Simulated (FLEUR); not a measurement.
# C (P6_3/mmc) in FLEUR: a series of runs, part 2 of 2

FLEUR MaX-R8.1 (later development tree).

### 3 Equation of state, PBE, 5.33 Å³/atom (volume scaled by 0.94)

The COD entry that gives the cell may itself be a prediction, so a difference from it is no test against experiment.

Changes to inp.xml since step 2:

```diff
@@ -24,3 +24,3 @@
       <xi:include xmlns:xi="http://www.w3.org/2001/XInclude" href="sym.xml"> </xi:include>
-      <bulkLattice scale="1.0">
+      <bulkLattice scale="0.9795861087">
          <bravaisMatrix>
@@ -34,3 +34,3 @@
       <species name="Carbon (C)" element="C" atomicNumber="6">
-         <mtSphere radius="1.35" gridPoints="447" logIncrement="0.023"/>
+         <mtSphere radius="1.31" gridPoints="447" logIncrement="0.023"/>
          <atomicCutoffs lmax="7" lnonsphr="5"/>
```

Potentials or basis: all-electron, FLAPW.

Run with:

```console
$ inpgen -f crystal.txt -profile precise
$ # inp.xml edited to the form shown
$ fleur_MPI
```

Output:

```text
Welcome to FLEUR        (www.flapw.de)
      MaX-Release 8.1          (www.max-centre.eu)

 ========== k-point set info ==========
 Selected k-point list: default-1
 k-point list type: mesh
 12 x 12 x 3
 Number of k points: 38

 ------------Calculation Setup---------------------------
 Number of MPI-tasks      :            1
 Number of PE/node        :            1
 Number of OMP-threads    :            1
 Most efficient MPI parallelization for:
           1           2          19          38
 Additional eigenvalue parallelization possible
 Number of basis functions:         1117
 Approximate size of matrices (H+S) per k-point:         0.019 GB
 --------------------------------------------------------
 Iteration:     1   Distance:      27.91498328 me/bohr^3
 Iteration:     2   Distance:      26.28795614 me/bohr^3
 Iteration:     3   Distance:       3.95422720 me/bohr^3
 Iteration:     4   Distance:       2.12750715 me/bohr^3
 Iteration:     5   Distance:       0.35735960 me/bohr^3
 Iteration:     6   Distance:       0.20278793 me/bohr^3
 Iteration:     7   Distance:       0.17708533 me/bohr^3
 Iteration:     8   Distance:       0.03189534 me/bohr^3
 Iteration:     9   Distance:       0.01829038 me/bohr^3
 Iteration:    10   Distance:       0.01659332 me/bohr^3
 Iteration:    11   Distance:       0.00509407 me/bohr^3
 Iteration:    12   Distance:       0.00041948 me/bohr^3
 Iteration:    13   Distance:       0.00011040 me/bohr^3
 Iteration:    14   Distance:       0.00001662 me/bohr^3
 Iteration:    15   Distance:       0.00001268 me/bohr^3
 Iteration:    16   Distance:       0.00001183 me/bohr^3
 Iteration:    17   Distance:       0.00000108 me/bohr^3

 ********************************************************************
 Run finished successfully
 Stop message:
   all done
 ********************************************************************
```

Run time: 6 min. Hardware: 1 thread of Arm Neoverse V1, shared host; peak memory 0.17 GiB.

What came out:

| Quantity | Value |
| --- | --- |
| Free energy | -12440.0251 eV |
| Band gap on the k mesh | 4.55 eV, indirect (least direct gap 5.45 eV) |
| Valence electrons inside the program's atomic spheres | C 2.02 (radii C 1.31 bohr) |

Caveat: an odd mesh through Γ misses points on the zone boundary, where band edges often lie.

### 4 Equation of state, PBE, 5.45 Å³/atom (volume scaled by 0.96)

Changes to inp.xml since step 3:

```diff
@@ -24,3 +24,3 @@
       <xi:include xmlns:xi="http://www.w3.org/2001/XInclude" href="sym.xml"> </xi:include>
-      <bulkLattice scale="0.9795861087">
+      <bulkLattice scale="0.9864848297">
          <bravaisMatrix>
```

Run with:

```console
$ inpgen -f crystal.txt -profile precise
$ # inp.xml edited to the form shown
$ fleur_MPI
```

Run time: 5.7 min. Hardware: 1 thread of Arm Neoverse V1, shared host; peak memory 0.17 GiB.

Results (log left out):

| Item | Value |
| --- | --- |
| Free energy | -12440.2553 eV |
| Band gap on the k mesh | 4.50 eV, indirect (least direct gap 5.41 eV) |
| Valence electrons inside the program's atomic spheres | C 2.00 (radii C 1.31 bohr) |

Caveat: an odd mesh through Γ misses points on the zone boundary, where band edges often lie.

### 5 Equation of state, PBE, 5.67 Å³/atom

Changes to inp.xml since step 4:

```diff
@@ -24,3 +24,3 @@
       <xi:include xmlns:xi="http://www.w3.org/2001/XInclude" href="sym.xml"> </xi:include>
-      <bulkLattice scale="0.9864848297">
+      <bulkLattice scale="1.0000000000">
          <bravaisMatrix>
```

Run with:

```console
$ inpgen -f crystal.txt -profile precise
$ # inp.xml edited to the form shown
$ fleur_MPI
```

Wall time 5.8 min (1 thread of Arm Neoverse V1, shared host); peak memory 0.17 GiB.

Results (log left out):

```
Free energy                                           : -12440.4549 eV
Band gap on the k mesh                                : 4.39 eV, indirect (least direct gap 5.31 eV)
Valence electrons inside the program's atomic spheres : C 1.96 (radii C 1.31 bohr)
```

Caveat: an odd mesh through Γ misses points on the zone boundary, where band edges often lie.

### 6 Equation of state, PBE, 5.90 Å³/atom (volume scaled by 1.04)

Changes to inp.xml since step 5:

```diff
@@ -24,3 +24,3 @@
       <xi:include xmlns:xi="http://www.w3.org/2001/XInclude" href="sym.xml"> </xi:include>
-      <bulkLattice scale="1.0000000000">
+      <bulkLattice scale="1.0131594038">
          <bravaisMatrix>
```

Potentials or basis: all-electron, FLAPW.

Run with:

```console
$ inpgen -f crystal.txt -profile precise
$ # inp.xml edited to the form shown
$ fleur_MPI
```

Wall time 6.3 min (1 thread of Arm Neoverse V1, shared host); peak memory 0.18 GiB.

It converged, with:

| Property | Result |
| --- | --- |
| Free energy | -12440.3497 eV |
| Band gap on the k mesh | 4.28 eV, indirect (least direct gap 5.22 eV) |
| Valence electrons inside the program's atomic spheres | C 1.92 (radii C 1.31 bohr) |

Caveat: an odd mesh through Γ misses points on the zone boundary, where band edges often lie.

### 7 Equation of state, PBE, 6.01 Å³/atom (volume scaled by 1.06)

Changes to inp.xml since step 6:

```diff
@@ -24,3 +24,3 @@
       <xi:include xmlns:xi="http://www.w3.org/2001/XInclude" href="sym.xml"> </xi:include>
-      <bulkLattice scale="1.0131594038">
+      <bulkLattice scale="1.0196128224">
          <bravaisMatrix>
```

Run with:

```console
$ inpgen -f crystal.txt -profile precise
$ # inp.xml edited to the form shown
$ fleur_MPI
```

It took 6.5 min on 1 thread of Arm Neoverse V1, shared host; peak memory 0.18 GiB.

The run converged. Its results:

```yaml
Free_energy: -12440.2016 eV
Band_gap_on_the_k_mesh: 4.23 eV, indirect (least direct gap 5.18 eV)
Valence_electrons_inside_the_program's_atomic_spheres: C 1.91 (radii C 1.31 bohr)
```

Caveat: an odd mesh through Γ misses points on the zone boundary, where band edges often lie.

### 8 Equation of state, PBE

This step only gathers the single runs of the series.

What came out:

```
Equilibrium volume                        : 5.70 Å³/atom
Bulk modulus at fixed shape and positions : 435 GPa
Pressure derivative of the bulk modulus   : 3.6 (rough: it moves with the points fitted)
```

Energy against volume, from the lowest point:
```
volume (Å³/atom)  energy (meV/atom)
           5.332              35.81
           5.445              16.63
           5.672               0.00
           5.899               8.77
           6.012              21.10
```

Caveat: the cell was scaled at fixed shape and fractional positions, which overstates the stiffness of a crystal with free parameters, most of all of layers and chains.
